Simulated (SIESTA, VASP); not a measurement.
This is a calculation of InAs for VASP 6.6.1. 

Contents of INCAR:

```
SYSTEM = InAs
PREC = Accurate ; ENCUT = 600
EDIFF = 1E-7 ; ISMEAR = -1
SIGMA = 0.05 ; LREAL = .FALSE.
LASPH = .TRUE. ; NELM = 60
ALGO = Fast ; ISIF = 3
LWAVE = .FALSE. ; LCHARG = .FALSE.
GGA = PE ; IBRION = 2
NSW = 40 ; EDIFFG = -0.01
```

KPOINTS

```
regular mesh
0
G
  6 6 6
  0 0 0
```

POSCAR

```
InAs
1.0
    0.0000000000      3.0180000000      3.0180000000
    3.0180000000      0.0000000000      3.0180000000
    3.0180000000      3.0180000000      0.0000000000
In As
1 1
Direct
    0.0000000000      0.0000000000      0.0000000000
    0.7500000000      0.7500000000      0.7500000000
```

Potentials or basis: VASP PAW PBE potentials, release 64 (In_d, As).

Launch:

```bash
$ cat potpaw_PBE.64/In_d/POTCAR potpaw_PBE.64/As/POTCAR > POTCAR
$ mpirun -np 1 vasp_std > vasp.out
```

Q: Translate it to SIESTA 5.4.2. Potentials or basis there: files PseudoDojo sr-pbe-0.4.1-standard, DZP (energy shift 0.003 Ry; two zetas on semicore shells).

A: As run (cutoffs and basis follow the program's own potentials, and thresholds, step limits or extra output files can differ):

InAs.fdf

```
SystemName                      InAs
SystemLabel                     InAs
NumberOfSpecies                 2
NumberOfAtoms                   2
%block ChemicalSpeciesLabel
  1  49 In
  2  33 As
%endblock ChemicalSpeciesLabel

LatticeConstant                 1.0 Ang
%block LatticeVectors
     0.0000000000     3.0180000000     3.0180000000
     3.0180000000     0.0000000000     3.0180000000
     3.0180000000     3.0180000000     0.0000000000
%endblock LatticeVectors
AtomicCoordinatesFormat         Fractional
%block AtomicCoordinatesAndAtomicSpecies
     0.0000000000     0.0000000000     0.0000000000  1  In
     0.7500000000     0.7500000000     0.7500000000  2  As
%endblock AtomicCoordinatesAndAtomicSpecies

%block kgrid.MonkhorstPack
    6   0   0  0.0
    0   6   0  0.0
    0   0   6  0.0
%endblock kgrid.MonkhorstPack
XC.Functional                   GGA
XC.Authors                      PBE
PAO.BasisSize                   DZP
PAO.EnergyShift                 0.003 Ry
Mesh.Cutoff                     750 Ry
OccupationFunction              FD
ElectronicTemperature           0.05 eV
MaxSCFIterations                120
SCF.MustConverge                false
SCF.Mixer.Method                Pulay
SCF.Mixer.Weight                0.25
SCF.Mixer.History               8
SCF.DM.Tolerance                5.0e-05
SCF.H.Tolerance                 1.0e-03 eV
WriteForces                     true
Charge.Mulliken                 end
MD.TypeOfRun                    Broyden
MD.Steps                        40
MD.MaxForceTol                  0.01 eV/Ang
MD.MaxDispl                     0.1 Ang
WriteCoorStep                   true
AtomCoorFormatOut               Fractional
MD.VariableCell                 true
MD.MaxStressTol                 0.05 GPa
%block PAO.Basis
  In 4
  n=5 0 2
    6.996 0.000
  n=5 1 2
    9.500 0.000
  n=4 2 2
    4.106 0.000
  n=5 2 1
    9.500
  As 4
  n=4 0 2
    5.512 0.000
  n=4 1 2
    7.356 0.000
  n=3 2 2
    2.890 0.000
  n=4 2 1
    7.356
%endblock PAO.Basis
```

Potentials or basis: PseudoDojo 0.4 standard (PBE files), converted to PSML, two zetas on semicore shells, DZP (energy shift 0.003 Ry; two zetas on semicore shells).

Command:

```sh
$ siesta < InAs.fdf > InAs.out 2>&1
```

Both were run:

|  | VASP | SIESTA |
| --- | --- | --- |
| Relaxed volume | 29.66 Å³/atom | 29.65 Å³/atom |
| Relaxed cell | a = 4.378 Å, b = 4.378 Å, c = 4.378 Å, α = 60.00°, β = 60.00°, γ = 60.00° | a = 4.377 Å, b = 4.377 Å, c = 4.377 Å, α = 59.99°, β = 59.99°, γ = 59.99° |
| Space group after relaxing | F-43m (No. 216) | F-43m (No. 216) |
| Pressure after relaxing | 0.0 GPa | 0.0 GPa |

The potentials hold 18 and 28 valence electrons a cell.

Pressure is positive in compression.
